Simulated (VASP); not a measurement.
# MgH2 (Fm-3m) in VASP: notebook, part 3 of 3

VASP 6.6.1.

## 4. RPA correlation energy, PBE

POSCAR reads:

```
MgH2
1.0
    0.0000000000      2.3810671667      2.3810671667
    2.3810671667      0.0000000000      2.3810671667
    2.3810671667      2.3810671667      0.0000000000
Mg H
1 2
Direct
    0.0000000000      0.0000000000      0.0000000000
    0.2500000000      0.2500000000      0.2500000000
    0.7500000000      0.7500000000      0.7500000000
```

INCAR.step1 reads:

```
SYSTEM = MgH2
ALGO = Normal ; EDIFF = 1E-8
ENCUT = 400 ; GGA = PE
ISMEAR = 0 ; LASPH = .True.
LCHARG = .False. ; LREAL = .False.
LWAVE = .True. ; NELM = 100
PREC = Accurate ; SIGMA = 0.05
```

INCAR.step2 reads:

```
SYSTEM = MgH2
AEXX = 1.0 ; AGGAC = 0.0
ALDAC = 0.0 ; ALGO = EIGENVAL
EDIFF = 1E-8 ; ENCUT = 400
GGA = PE ; ISMEAR = 0
ISTART = 1 ; LASPH = .True.
LCHARG = .False. ; LHFCALC = .True.
LREAL = .False. ; LWAVE = .False.
NELM = 1 ; PREC = Accurate
PRECFOCK = Fast ; SIGMA = 0.05
```

INCAR.step3 reads:

```
SYSTEM = MgH2
ALGO = Exact ; EDIFF = 1E-8
ENCUT = 400 ; GGA = PE
ISMEAR = 0 ; ISTART = 1
LASPH = .True. ; LCHARG = .False.
LOPTICS = .True. ; LREAL = .False.
LWAVE = .True. ; NBANDS = 531
NELM = 1 ; PREC = Accurate
SIGMA = 0.05
```

INCAR.step4 reads:

```
SYSTEM = MgH2
ALGO = ACFDT ; EDIFF = 1E-8
ENCUT = 400 ; ENCUTGW = 250
GGA = PE ; ISMEAR = 0
ISTART = 1 ; LASPH = .True.
LCHARG = .False. ; LREAL = .False.
LWAVE = .False. ; NBANDS = 531
NELM = 100 ; NOMEGA = 8
PREC = Accurate ; PRECFOCK = Fast
SIGMA = 0.05
```

KPOINTS reads:

```
k-points
0
Gamma
  5 5 5
  0 0 0
```

Potentials or basis: VASP PAW PBE potentials, release 64 (Mg_GW, H_GW).

Launch:

```bash
$ cat potpaw_PBE.64/Mg_GW/POTCAR potpaw_PBE.64/H_GW/POTCAR > POTCAR
$ cp INCAR.step1 INCAR
$ mpirun -np 1 vasp_std > vasp.out
$ cp INCAR.step2 INCAR
$ mpirun -np 1 vasp_std > vasp.out
$ cp INCAR.step3 INCAR
$ mpirun -np 1 vasp_std > vasp.out
$ cp INCAR.step4 INCAR
$ mpirun -np 1 vasp_std > vasp.out
```

OUTCAR:

```text
SYSTEM = MgH2
   EDIFF = 1E-8
   ENCUT = 400
   ENCUTGW = 250
   GGA = PE
   ISMEAR = 0
   ISTART = 1
   LASPH = .True.
   LREAL = .False.
   NELM = 100
   PREC = Accurate
   PRECFOCK = Fast

 ion  position               nearest neighbor table
   1  0.000  0.000  0.000-
   2  0.250  0.250  0.250-
   3  0.750  0.750  0.750-

  LATTYP: Found a face centered cubic cell.
 ALAT       =     4.7621343334

  Lattice vectors:

 A1 = (   0.0000000000,   2.3810671667,   2.3810671667)
 A2 = (   2.3810671667,   0.0000000000,   2.3810671667)
 A3 = (   2.3810671667,   2.3810671667,   0.0000000000)

Analysis of symmetry for initial positions (statically):
=====================================================================
 Subroutine PRICEL returns:
 Original cell was already a primitive cell.

 Routine SETGRP: Setting up the symmetry group for a
 face centered cubic supercell.

 Subroutine GETGRP returns: Found 48 space group operations
 (whereof 48 operations were pure point group operations)
 out of a pool of 48 trial point group operations.

The static configuration has the point symmetry O_h .

Analysis of symmetry for dynamics (positions and initial velocities):
=====================================================================
 Subroutine PRICEL returns:
 Original cell was already a primitive cell.

 Routine SETGRP: Setting up the symmetry group for a
 face centered cubic supercell.

 Subroutine GETGRP returns: Found 48 space group operations
 (whereof 48 operations were pure point group operations)
[... 65 lines left out ...]
  0.400000  0.200000  0.000000     24.000000
 -0.400000  0.200000  0.000000     24.000000
 -0.200000  0.200000  0.000000     12.000000
  0.400000  0.400000  0.000000      6.000000
 -0.400000  0.400000  0.000000     12.000000
 -0.400000  0.400000  0.200000     24.000000
   k-points           NKPTS =     10   k-points in BZ     NKDIM =    125   number of bands    NBANDS=    531
   number of dos      NEDOS =    301   number of ions     NIONS =      3
   total plane-waves  NPLWV =  13824
   dimension x,y,z NGX =    24 NGY =   24 NGZ =   24
   dimension x,y,z NGXF=    48 NGYF=   48 NGZF=   48
   ions per type =               1   2
   NGX,Y,Z   is equivalent  to a cutoff of  11.85, 11.85, 11.85 a.u.
   NGXF,Y,Z  is equivalent  to a cutoff of  23.70, 23.70, 23.70 a.u.
 SYSTEM =  MgH2
   PREC   = accura    normal or accurate (medium, high low for compatibility)
   ISTART =      1    job   : 0-new  1-cont  2-samecut
   ICHARG =      0    charge: 1-file 2-atom 10-const
   ISPIN  =      1    spin polarized calculation?
   LNONCOLLINEAR =      F non collinear calculations
   LSORBIT =      F    spin-orbit coupling
   LASPH  =      T    aspherical Exc in radial PAW
   ENCUT  =  400.0 eV  29.40 Ry    5.42 a.u.   5.49  5.49  5.49*2*pi/ulx,y,z
   NELM   =    100;   NELMIN=  2; NELMDL=  0     # of ELM steps
   EDIFF  = 0.1E-07   stopping-criterion for ELM
   LREAL  =      F    real-space projection
   EDIFFG = 0.1E-06   stopping-criterion for IOM
   NSW    =      0    number of steps for IOM
   IBRION =     -1    ionic relax: 0-MD 1-quasi-New 2-CG
   NFREE  =      0    steps in history (QN), initial steepest desc. (CG)
   ISIF   =      0    stress and relaxation
   ISYM   =      3    0-nonsym 1-usesym 2-fastsym
   POTIM  = 0.5000    time-step for ionic-motion
   TEBEG  =    0.0;   TEEND  =   0.0 temperature during run
   PSTRESS=    0.0 pullay stress
   NELECT =       4.0000    total number of electrons
   NUPDOWN=      -1.0000    fix difference up-down
   EMIN   =  10.00;   EMAX   =-10.00  energy-range for DOS
   EFERMI =   0.00;   METHOD = LEGACY
   ISMEAR =     0;   SIGMA  =   0.05  broadening in eV -4-tet -1-fermi 0-gaus
   EFERMI_NEDOS =   21; number of points for ismear=-14 and -15
   IALGO  =     38    algorithm
   IMIX   =      4    mixing-type and parameters
     AMIX     =   0.40;   BMIX     =  1.00
     AMIX_MAG =   1.60;   BMIX_MAG =  1.00
  volume/ion in A,a.u.               =       9.00        60.73
  Fermi-wavevector in a.u.,A,eV,Ry     =   0.866257  1.636987 10.209817  0.750400
  Thomas-Fermi vector in A             =   1.984619
   LORBIT       =      0    0 simple, 1 ext, 2 COOP (PROOUT), +10 PAW based schemes
   GGA     = PE    functional components
   LHFCALC =     T    Hartree Fock is set to
   PRECFOCK=fast      Normal, Fast or Accurate (Low or Medium for compatibility)
   ENCUT4O =  -1.0   cutoff for four orbital integrals eV
   NKREDX  =     1    reduce k-point grid by
   NKREDY  =     1    reduce k-point grid by
   NKREDZ  =     1    reduce k-point grid by
   AEXX    =    1.0000 exact exchange contribution
   HFSCREEN=    0.0000 screening length (either q_TF or 0.3 A-1)
   HFSCREENC=   0.0000 screening length for correlation (either q_TF or 0.3 A-1)
   ENCUTFOCK=  -1.0 apply spherical cutoff to Coloumb kernel
   IVDW    =     0    specifies the selected vdW correction
   LEPSILON=     F    determine dielectric tensor
   LRPA    =     F    only Hartree local field effects (RPA)
   LRPAFORCE           =     F    calculate RPA forces
   ENCUTGW             = 250.0    cutoff for response function in eV
   ENCUTGWSOFT         = 200.0    soft cutoff for Coulomb kernel in GW response function in eV
   ENCUTLF             =  -1.0    cutoff for local field effects
   NELMGW              =     1    number of iterations in solving QP/BSE equation
   NELMHF              =     1    number of iterations in the inner HF iteration
   NKREDLFX            =     1    NKREDLFY  =   1   NKREDLFZ  =   1
 non-spin polarized calculation
 Gauss-broadening in eV      SIGMA  =   0.05
  energy-cutoff  :      400.00
  volume of cell :       27.00
 maximum number of plane-waves:       531
 NGX is ok and might be reduce to    24
  NGX = 14; NGY = 14; NGZ = 14
   NGX = 11   NGY = 11   NGZ = 11
 maximum number of plane-waves:       259

      cutoff energy     smooth cutoff   RPA   correlation   Hartree contr. to MP2
---------------------------------------------------------------------------------
            250.000           200.000       -4.8982655165       -6.9643713710
            238.095           190.476       -4.8839560226       -6.9482114888
            226.757           181.406       -4.8683974727       -6.9305217593
            215.959           172.768       -4.8517016328       -6.9114069878
            205.676           164.541       -4.8335894963       -6.8905406674
            195.882           156.705       -4.8142261398       -6.8680980504
            186.554           149.243       -4.7933327257       -6.8437523656
            177.670           142.136       -4.7709125668       -6.8175074470
  linear regression
  converged value                           -5.0888512540       -7.1846460384
```

OUTCAR.step2:

```text
SYSTEM = MgH2
   AEXX = 1.0
   EDIFF = 1E-8
   ENCUT = 400
   GGA = PE
   ISMEAR = 0
[... 303 lines left out ...]
      0.00000      0.00000      0.00000         0.000000      0.000000      0.000000
      1.19053      1.19053      1.19053         0.000000      0.000000     -0.000000
      3.57160      3.57160      3.57160        -0.000000     -0.000000      0.000000
 -----------------------------------------------------------------------------------
    total drift:                                0.000000     -0.000000     -0.000000

  FREE ENERGIE OF THE ION-ELECTRON SYSTEM (eV)
  ---------------------------------------------------
  free  energy   TOTEN  =       -12.6427147153 eV

  energy  without entropy=      -12.6416739934  energy(sigma->0) =      -12.64219435
```

Run time: 3 min. Hardware: 1 thread of Intel Xeon 6975P-C (Granite Rapids), shared host; peak memory 0.74 GiB.

What came out:

| Item | Value |
| --- | --- |
| Band gap on the k mesh, mean-field level | none (metal or under the smearing width) |
| RPA correlation energy | -1.696 eV/atom |
| RPA total energy per cell | -17.732 eV |
| RPA correlation energy per cell | -5.089 eV |

Caveat: the k mesh is coarse (spacing up to 0.46 Å⁻¹), so the values aren't converged; the ground state has no gap, which makes the many-body step unreliable.

## 5. The reference run

An earlier run on the cell as given: functional PBE; potentials or basis VASP PAW PBE potentials, release 64 (Mg, H); cutoff 520 eV; k mesh 10 × 10 × 10; occupations fermi-dirac, width 0.05 eV; no spin polarisation.

- Pressure: -0.5 GPa
- Band gap on the k mesh: none (metal or under the smearing width)

## 6. Overview

| task | level | potentials or basis | k mesh | cutoff (eV) | smearing | grid for exact exchange (PRECFOCK) | exchange at q = 0 | cutoff of the response function | frequency points | other keys | mesh quality | gap on the mesh (eV) | pressure (GPa) |
| --- | --- | --- | --- | --- | --- | --- | --- | --- | --- | --- | --- | --- | --- |
| optical spectrum | PBEsol0 | VASP PAW PBE potentials, release 64 (Mg, H) | 5 × 5 × 5 | 520 | gaussian 0.05 eV | Normal | truncated | - | - | PREC = High | coarse | none | -2.1 |
| RPA correlation energy | PBE | VASP PAW PBE potentials, release 64 (Mg_GW, H_GW) | 5 × 5 × 5 | 400 | gaussian 0.05 eV | - | - | 250 | 8 | - | coarse | - | - |
| single point | PBE | VASP PAW PBE potentials, release 64 (Mg, H) | 10 × 10 × 10 | 520 | fermi-dirac 0.05 eV | - | - | - | - | - | not flagged | none | -0.5 |

Alike in all rows: no spin polarisation; cell as given.

Caveats: some runs use coarse meshes; spectra need much finer meshes, so this one isn't converged (some runs); independent-particle spectra lack excitons (some runs); the intraband (Drude) part of a metal's response may be missing (some runs); the PAW data sets were made with another functional, which shifts forces and pressure a little (some runs); the ground state has no gap, which makes the many-body step unreliable (some runs).

Total energies depend on the potentials used, so only differences within one code and one set of settings carry meaning.
